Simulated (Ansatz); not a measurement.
# SnSe: the cell at several levels of theory

The task here is to estimate one member of a computed series from the others.

Program: Ansatz 0.2.0. PAW datasets, plane waves, zero pressure. The calculation is spin-unpolarised, and the structure need not be a phase that has been made.

## The cell

This is the cell as the run starts from it, not yet at rest; its lengths are not the crystal's.

Space group Fm-3m (No. 225), cubic; a = 5.429 Å in the conventional setting, 20.00 Å³ an atom. Around Sn lie 6 Se at 2.71 Å; around Se lie 6 Sn at 2.71 Å.

The structure in full:

```xyz
2
Lattice="0.0000 2.7145 2.7145 2.7145 0.0000 2.7145 2.7145 2.7145 0.0000" Properties=species:S:1:pos:R:3 pbc="T T T"
Sn    0.0000    0.0000    0.0000
Se    2.7145    2.7145    2.7145
```

Set-up of the first run:

Input file input.yaml:

```yaml
crystal:
  lattice:
    - [0.0, 2.714483, 2.714483]
    - [2.714483, 0.0, 2.714483]
    - [2.714483, 2.714483, 0.0]
  atoms:
    - { symbol: Sn, position: [0.0, 0.0, 0.0] }
    - { symbol: Se, position: [0.5, 0.5, 0.5] }
kpoints:
  mp_grid: { grid: [8, 8, 8] }
hamiltonian:
  xc: pbe
scf:
  occupations: { method: fermi_dirac, width: 0.02 }
relax:
  f_tol: 0.005
  cell: {}
```

Run with:

```bash
$ ansatz run input.yaml --threads 4 --pin off --max-ram 7372MiB --backend cpu --events-out ev --progress --plain --runs-dir out
```

Steps of the session up to this table: Relaxation with PBE; Relaxation with r2SCAN; Relaxation with PBEsol; LDA: cell and atoms; Relaxation with HSE06.

One table of the session follows, with a row left open; its other results are not shown here.

```
 level  a (Å)  volume (Å³/atom)
   PBE  6.056            27.767
r2SCAN      ?                 ?
PBEsol  5.933            26.107
   LDA  5.882            25.435
 HSE06  5.951            26.341
```

Estimate the missing values for r2SCAN.

**Answer.** a (Å): 6.004; volume (Å³/atom): 27.057. In the column «a (Å)» it lies between HSE06 (5.951) and PBE (6.056).

**Reading.** From the start to the first minimum the volume moved by +38.8 %. The volume runs from LDA (least) to PBE (most), a spread of 9.2 %, or 3.0 % in length if all axes shared it alike. The meshes differ: PBE 8×8×8, r2SCAN 6×6×6, PBEsol 6×6×6, LDA 6×6×6, HSE06 4×4×4.
